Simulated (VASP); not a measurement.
# Li7S3 (R-3m) in VASP: relaxation of cell and atoms with PBE

Aim: the relaxation of cell and atoms of Li7S3 with PBE.

All numbers are computed with VASP 6.6.1; they aren't measurements. Logs are shortened: lines on timing, memory, paths and dates and some standing lists are left out, and cuts for length are marked.

## Step 1: The crystal as given

Symmetry: R-3m, No. 166, trigonal system. The conventional cell has a = 7.153 Å, b = 7.153 Å, c = 27.518 Å, α = 90.00°, β = 90.00°, γ = 120.00°. Around Li (site symmetry -3m) lie 2 S at 2.31 Å. Around Li (site symmetry m) lie 2 S at 2.36 Å. S (site symmetry 3m) is surrounded by 4 Li at 2.31 to 2.36 Å. S (site symmetry -3m) has 6 Li at 2.36 Å as nearest neighbours.

The cell was built by a generator and needn't be a form met in nature.

## Step 2: Relaxation of cell and atoms, PBE

Input file INCAR:

```
SYSTEM = Li7S3
ALGO = Normal
EDIFF = 1E-6
EDIFFG = -0.04
ENCUT = 600
GGA = PE
IBRION = 2
ISIF = 3
ISMEAR = 0
LASPH = .True.
LCHARG = .False.
LREAL = .False.
LWAVE = .False.
NELM = 100
NSW = 90
PREC = Accurate
SIGMA = 0.1
```

Input file KPOINTS:

```
k-points
0
Gamma
  3 3 3
  0 0 0
```

Input file POSCAR:

```
Li7S3
1.0
    3.5767105600      2.0650148100      9.1727078600
   -3.5767105600      2.0650148100      9.1727078600
    0.0000000000     -4.1300296100      9.1727078600
Li S
7 3
Direct
    0.5000000000      0.5000000000      0.5000000000
    0.2080320600      0.2080320600      0.7080320600
    0.7080320600      0.2080320600      0.2080320600
    0.2080320600      0.7080320600      0.2080320600
    0.7919679400      0.2919679400      0.7919679400
    0.2919679400      0.7919679400      0.7919679400
    0.7919679400      0.7919679400      0.2919679400
    0.4160641100      0.4160641100      0.4160641100
    0.5839358900      0.5839358900      0.5839358900
    0.0000000000      0.0000000000      0.0000000000
```

Potentials or basis: VASP PAW PBE potentials, release 64 (Li_sv, S).

On the command line:

```
cat potpaw_PBE.64/Li_sv/POTCAR potpaw_PBE.64/S/POTCAR > POTCAR
mpirun -np 1 vasp_std > vasp.out
```

OUTCAR:

```text
SYSTEM = Li7S3
   EDIFF = 1E-6
   EDIFFG = -0.04
   ENCUT = 600
   GGA = PE
   IBRION = 2
   ISIF = 3
   ISMEAR = 0
   LASPH = .True.
   LREAL = .False.
   NELM = 100
   NSW = 90
   PREC = Accurate

 ion  position               nearest neighbor table
   1  0.500  0.500  0.500-   8 2.31   9 2.31
   2  0.208  0.208  0.708-   8 2.36  10 2.36
   3  0.708  0.208  0.208-   8 2.36  10 2.36
   4  0.208  0.708  0.208-   8 2.36  10 2.36
   5  0.792  0.292  0.792-   9 2.36  10 2.36
   6  0.292  0.792  0.792-   9 2.36  10 2.36
   7  0.792  0.792  0.292-   9 2.36  10 2.36
   8  0.416  0.416  0.416-   1 2.31   3 2.36   4 2.36   2 2.36
   9  0.584  0.584  0.584-   1 2.31   5 2.36   6 2.36   7 2.36
  10  0.000  0.000  0.000-   3 2.36   4 2.36   5 2.36   6 2.36   2 2.36   7 2.36

  LATTYP: Found a trigonal (rhomboedric) cell.
 ALAT       =    10.0596080481
 COS(alpha) =     0.7471660027

  Lattice vectors:

 A1 = (   3.5767105600,   2.0650148100,   9.1727078600)
 A2 = (  -3.5767105600,   2.0650148100,   9.1727078600)
 A3 = (   0.0000000000,  -4.1300296100,   9.1727078600)

Analysis of symmetry for initial positions (statically):
=====================================================================
 Subroutine PRICEL returns:
 Original cell was already a primitive cell.

 Routine SETGRP: Setting up the symmetry group for a
 trigonal (rhombohedral) supercell.

 Subroutine GETGRP returns: Found 12 space group operations
 (whereof 12 operations were pure point group operations)
 out of a pool of 12 trial point group operations.

The static configuration has the point symmetry D_3d.

Analysis of symmetry for dynamics (positions and initial velocities):
=====================================================================
 Subroutine PRICEL returns:
 Original cell was already a primitive cell.

 Routine SETGRP: Setting up the symmetry group for a
 trigonal (rhombohedral) supercell.

 Subroutine GETGRP returns: Found 12 space group operations
 (whereof 12 operations were pure point group operations)
 out of a pool of 12 trial point group operations.

The dynamic configuration has the point symmetry D_3d.

 Subroutine INISYM returns: Found 12 space group operations
 (whereof 12 operations are pure point group operations),
 and found     1 'primitive' translations

----------------------------------------------------------------------------------------

                                     Primitive cell

  volume of cell :     406.4955

  direct lattice vectors                    reciprocal lattice vectors
     3.576710560  2.065014810  9.172707860     0.139793252  0.080709671  0.036339687
    -3.576710560  2.065014810  9.172707860    -0.139793252  0.080709671  0.036339687
     0.000000000 -4.130029610  9.172707860     0.000000000 -0.161419343  0.036339687

  length of vectors
    10.059608048 10.059608048 10.059608047     0.165459292  0.165459292  0.165459292

  position of ions in fractional coordinates (direct lattice)
     0.500000000  0.500000000  0.500000000
     0.208032060  0.208032060  0.708032060
     0.708032060  0.208032060  0.208032060
     0.208032060  0.708032060  0.208032060
     0.791967940  0.291967940  0.791967940
     0.291967940  0.791967940  0.791967940
     0.791967940  0.791967940  0.291967940
     0.416064110  0.416064110  0.416064110
     0.583935890  0.583935890  0.583935890
     0.000000000  0.000000000  0.000000000

  ion indices of the primitive-cell ions
   primitive index   ion index
                 1           1
                 2           2
                 3           3
                 4           4
                 5           5
                 6           6
                 7           7
                 8           8
                 9           9
                10          10

----------------------------------------------------------------------------------------

 KPOINTS: k-points

Automatic generation of k-mesh.
 Grid dimensions read from file:
 generate k-points for:    3    3    3

 Generating k-lattice:

  Cartesian coordinates                     Fractional coordinates (reciprocal lattice)
     0.046597751  0.026903224  0.012113229     0.333333333  0.000000000 -0.000000000
    -0.046597751  0.026903224  0.012113229     0.000000000  0.333333333 -0.000000000
     0.000000000 -0.053806448  0.012113229    -0.000000000 -0.000000000  0.333333333

  Length of vectors
     0.055153097  0.055153097  0.055153097

  Shift w.r.t. Gamma in fractional coordinates (k-lattice)
     0.000000000  0.000000000  0.000000000

 Subroutine IBZKPT returns following result:
 ===========================================

 Found      6 irreducible k-points:

 Following reciprocal coordinates:
            Coordinates               Weight
  0.000000  0.000000  0.000000      1.000000
  0.333333 -0.000000 -0.000000      6.000000
  0.333333  0.333333 -0.000000      6.000000
 -0.333333  0.333333  0.000000      6.000000
  0.333333  0.333333  0.333333      2.000000
 -0.333333  0.333333  0.333333      6.000000
   k-points           NKPTS =      6   k-points in BZ     NKDIM =      6   number of bands    NBANDS=     25
   number of dos      NEDOS =    301   number of ions     NIONS =     10
   total plane-waves  NPLWV = 512000
   dimension x,y,z NGX =    80 NGY =   80 NGZ =   80
   dimension x,y,z NGXF=   160 NGYF=  160 NGZF=  160
   ions per type =               7   3
   NGX,Y,Z   is equivalent  to a cutoff of  13.22, 13.22, 13.22 a.u.
   NGXF,Y,Z  is equivalent  to a cutoff of  26.44, 26.44, 26.44 a.u.
 SYSTEM =  Li7S3
   PREC   = accura    normal or accurate (medium, high low for compatibility)
   ISTART =      0    job   : 0-new  1-cont  2-samecut
   ICHARG =      2    charge: 1-file 2-atom 10-const
   ISPIN  =      1    spin polarized calculation?
   LNONCOLLINEAR =      F non collinear calculations
   LSORBIT =      F    spin-orbit coupling
   LASPH  =      T    aspherical Exc in radial PAW
   ENCUT  =  600.0 eV  44.10 Ry    6.64 a.u.  20.09 20.09 20.09*2*pi/ulx,y,z
   NELM   =    100;   NELMIN=  2; NELMDL= -5     # of ELM steps
   EDIFF  = 0.1E-05   stopping-criterion for ELM
   LREAL  =      F    real-space projection
   EDIFFG = -.4E-01   stopping-criterion for IOM
   NSW    =     90    number of steps for IOM
   IBRION =      2    ionic relax: 0-MD 1-quasi-New 2-CG
   NFREE  =      1    steps in history (QN), initial steepest desc. (CG)
   ISIF   =      3    stress and relaxation
   ISYM   =      2    0-nonsym 1-usesym 2-fastsym
   POTIM  = 0.5000    time-step for ionic-motion
   TEBEG  =    0.0;   TEEND  =   0.0 temperature during run
   PSTRESS=    0.0 pullay stress
   NELECT =      39.0000    total number of electrons
   NUPDOWN=      -1.0000    fix difference up-down
   EMIN   =  10.00;   EMAX   =-10.00  energy-range for DOS
   EFERMI =   0.00;   METHOD = LEGACY
   ISMEAR =     0;   SIGMA  =   0.10  broadening in eV -4-tet -1-fermi 0-gaus
   EFERMI_NEDOS =   21; number of points for ismear=-14 and -15
   IALGO  =     38    algorithm
   IMIX   =      4    mixing-type and parameters
     AMIX     =   0.40;   BMIX     =  1.00
     AMIX_MAG =   1.60;   BMIX_MAG =  1.00
  volume/ion in A,a.u.               =      40.65       274.32
  Fermi-wavevector in a.u.,A,eV,Ry     =   0.749453  1.416261  7.642119  0.561680
  Thomas-Fermi vector in A             =   1.845976
   LORBIT       =      0    0 simple, 1 ext, 2 COOP (PROOUT), +10 PAW based schemes
   GGA     = PE    functional components
   LHFCALC =     F    Hartree Fock is set to
   AEXX    =    0.0000 exact exchange contribution
   IVDW    =     0    specifies the selected vdW correction
   LEPSILON=     F    determine dielectric tensor
   LRPA    =     F    only Hartree local field effects (RPA)
 conjugate gradient relaxation of ions
 non-spin polarized calculation
 Gauss-broadening in eV      SIGMA  =   0.10
  energy-cutoff  :      600.00
  volume of cell :      406.50
 maximum number of plane-waves:     13615
   NGX = 41   NGY = 41   NGZ = 41

--------------------------------------- Ionic step        1  -------------------------------------------

 number of electron      39.0000009 magnetization

 Free energy of the ion-electron system (eV)
  ---------------------------------------------------
  ext. energy  EPLUGINS =         0.00000000
  ---------------------------------------------------
  free energy    TOTEN  =       -34.01422568 eV

  energy without entropy =      -33.98501919  energy(sigma->0) =      -33.99962244

------------------------ aborting loop because EDIFF is reached ----------------------------------------

  FORCE on cell =-STRESS in cart. coord.  units (eV):
  Direction    XX          YY          ZZ          XY          YZ          ZX
  --------------------------------------------------------------------------------------
  -------------------------------------------------------------------------------------
  Total       -2.2290215     -2.2290215     -0.7943244      0.0000000     -0.0000000      0.0000000
  in kB       -8.7855520     -8.7855520     -3.1307811      0.0000000     -0.0000000      0.0000000
  external PRESSURE =      -6.9006283 kB  Pullay stress =       0.0000000 kB
[... 113 lines left out ...]
  FREE ENERGIE OF THE ION-ELECTRON SYSTEM (eV)
  ---------------------------------------------------
  free  energy   TOTEN  =       -34.2077825577 eV

  energy  without entropy=      -34.1807175887  energy(sigma->0) =      -34.19425007

[... ionic steps 4 to 7 ...]

--------------------------------------- Ionic step        8  -------------------------------------------

 number of electron      38.9999994 magnetization

------------------------ aborting loop because EDIFF is reached ----------------------------------------

  FORCE on cell =-STRESS in cart. coord.  units (eV):
  Direction    XX          YY          ZZ          XY          YZ          ZX
  --------------------------------------------------------------------------------------
  -------------------------------------------------------------------------------------
  Total       -0.5292230     -0.5292230      0.8271440      0.0000000      0.0000000      0.0000000
  in kB       -2.2018652     -2.2018652      3.4413838      0.0000000      0.0000000      0.0000000
  external PRESSURE =      -0.3207822 kB  Pullay stress =       0.0000000 kB
[... 73 lines left out ...]
  energy  without entropy=      -34.2631130387  energy(sigma->0) =      -34.27915720

--------------------------------------- Ionic step       10  -------------------------------------------

 number of electron      38.9999979 magnetization

 Free energy of the ion-electron system (eV)
  ---------------------------------------------------
  ext. energy  EPLUGINS =         0.00000000
  ---------------------------------------------------
  free energy    TOTEN  =       -34.31011752 eV

  energy without entropy =      -34.27710409  energy(sigma->0) =      -34.29361081

 E-fermi :   0.4587     XC(G=0):  -5.0478

 val. band max:        0.4373080252   @ k =   0.3333   0.3333  -0.0000
 cond. band min:       0.4853381803   @ k =  -0.3333   0.3333   0.3333
 fundamental gap:      0.0480301551
 Fermi energy:         0.4587102812

 k-point     1 :       0.0000    0.0000    0.0000
  band No.  band energies     occupation
      1     -47.1601      2.00000
      2     -47.1573      2.00000
      3     -47.1556      2.00000
      4     -47.1556      2.00000
      5     -47.1543      2.00000
      6     -47.1543      2.00000
[... 194 lines left out ...]
  FREE ENERGIE OF THE ION-ELECTRON SYSTEM (eV)
  ---------------------------------------------------
  free  energy   TOTEN  =       -34.3101175246 eV

  energy  without entropy=      -34.2771040902  energy(sigma->0) =      -34.29361081

 reached required accuracy - stopping structural energy minimisation
```

It took 20 min on 1 thread of Intel Xeon Platinum 8488C (Sapphire Rapids), shared host; peak memory 1.1 GiB.

Results:

- Free energy: -34.3101 eV
- Relaxed volume: 37.70 Å³/atom
- Relaxed cell: a = 10.339 Å, b = 10.339 Å, c = 10.339 Å, α = 38.05°, β = 38.05°, γ = 38.05°
- Space group after relaxing (to 0.05 Å): R-3m (No. 166)
- Energy gained by relaxing: 29.6 meV/atom
- Ionic steps: 10
- Pressure after relaxing: -0.1 GPa
- Largest force after relaxing: 0.036 eV/Å
- Band gap on the k mesh: none (metal or under the smearing width)

Forces on the atoms (eV/Å):
```
Li   0.000  0.000  0.000
Li   0.000  0.004 -0.036
Li  -0.004 -0.002 -0.036
Li   0.004 -0.002 -0.036
Li  -0.004  0.002  0.036
Li   0.004  0.002  0.036
Li   0.000 -0.004  0.036
S    0.000  0.000 -0.011
S    0.000  0.000  0.011
S    0.000  0.000  0.000
```

Step by step:
| step | energy change (eV) | largest force (eV/Å) | pressure (GPa) | volume (Å³) |
| --- | --- | --- | --- | --- |
| 1 | 0.0000 | 0.6313 | -0.69 | 406.50 |
| 2 | -0.1408 | 0.3869 | -0.38 | 396.28 |
| 3 | -0.1936 | 0.3695 | 0.07 | 385.47 |
| 4 | -0.1937 | 0.3478 | 0.04 | 385.97 |
| 5 | -0.2101 | 0.2838 | 0.03 | 385.72 |
| 6 | -0.2381 | 0.0562 | 0.02 | 384.98 |
| 7 | -0.2396 | 0.0568 | 0.03 | 384.74 |
| 8 | -0.2568 | 0.0554 | -0.03 | 385.09 |
| 9 | -0.2810 | 0.0968 | -0.21 | 385.70 |
| 10 | -0.2959 | 0.0361 | -0.05 | 376.96 |

Final structure:
```
CELL_PARAMETERS angstrom
3.37051 1.94596 9.57887
-3.37051 1.94596 9.57887
0.00000 -3.89192 9.57887
ATOMIC_POSITIONS crystal
Li 0.50000 0.50000 0.50000
Li 0.21746 0.21746 0.70243
Li 0.70243 0.21746 0.21746
Li 0.21746 0.70243 0.21746
Li 0.78254 0.29757 0.78254
Li 0.29757 0.78254 0.78254
Li 0.78254 0.78254 0.29757
S 0.42163 0.42163 0.42163
S 0.57837 0.57837 0.57837
S 0.00000 0.00000 0.00000
```

Caveat: the cutoff is under 1.25 times the usual one of these potentials, so pressure, stress and relaxed cells hold a basis-set (Pulay) error.
